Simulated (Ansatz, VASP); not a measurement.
## VH in VASP and in Ansatz

```
CELL_PARAMETERS angstrom
0.00000 1.86557 1.86557
1.86557 0.00000 1.86557
1.86557 1.86557 0.00000
ATOMIC_POSITIONS crystal
V 0.00000 0.00000 0.00000
H 0.50000 0.50000 0.50000
```

Change from the starting cell: strain -0.050 along x and y, -0.050 along z, atoms carried along.

Alike in both runs: task single point; functional PBEsol; k mesh 20 × 20 × 20; occupations gaussian, width 0.15 eV; no spin polarisation.

|  | VASP | Ansatz |
| --- | --- | --- |
| version | VASP 6.6.1 | Ansatz 0.2.0 |
| potentials or method | VASP PAW PBE potentials, release 64 (V_sv, H) | scalar-relativistic, plane waves, PAW |
| plane-wave cutoff (eV) | 520 | 420 |
| valence electrons in the cell | 14 | 14 |

VASP gave:

```
gap on the k mesh at the Fermi level (eV) : none
pressure (GPa)                            : 37.7
```

**Question.** Estimate Ansatz's values.

**Answer.** gap on the k mesh at the Fermi level (eV): none; pressure (GPa): 37.4.

A gap of «none» marks a metal or a gap that the smearing closes.

Caveats: so large a pressure means that the cell lies far from this level's equilibrium, or that cutoff or potentials fall short (VASP); the potentials were made for another functional, which shifts forces and pressure (VASP).
